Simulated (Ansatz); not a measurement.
**Sb: two-dimensional strain map**

These are results of DFT PBE+D3(BJ), scalar-relativistic, plane waves, PAW in Ansatz 0.2.0, not measurements. Cutoff 420 eV, Γ-centred 18×18×10 k-points, Gaussian smearing of 0.15 eV. No spin polarisation. Energies are free energies at this smearing, counted from the undisturbed cell; pressure is positive in compression.

The starting cell (as given, not relaxed at this level; it stands at -0.2 GPa; this form isn't the usual structure):

```
CELL_PARAMETERS angstrom
3.36900 0.00000 0.00000
-1.68450 2.91764 0.00000
0.00000 0.00000 5.33000
ATOMIC_POSITIONS crystal
Sb 0.33333 0.66667 0.25000
Sb 0.66667 0.33333 0.75000
```

The cell is strained by p along both x and y and by q along z, fractional coordinates fixed. Points are written (p, q).

Energy above the undisturbed cell in meV/atom (a dash: not computed):

```csv
p \ q,-0.030,-0.015,0.000,0.015,0.030
-0.030,?,?,13.8,4.7,0.2
-0.015,?,10.2,1.1,-4.2,-5.6
0.000,8.1,3.5,0.0,-1.0,?
0.015,3.5,5.3,7.9,11.8,17.9
0.030,8.4,15.1,23.1,32.1,42.5
```

Q: Fill in the withheld energies.

A: (-0.030, -0.030): 45.9; (-0.030, -0.015): 27.6; (-0.015, -0.030): 22.1; (0.000, 0.030): 1.1.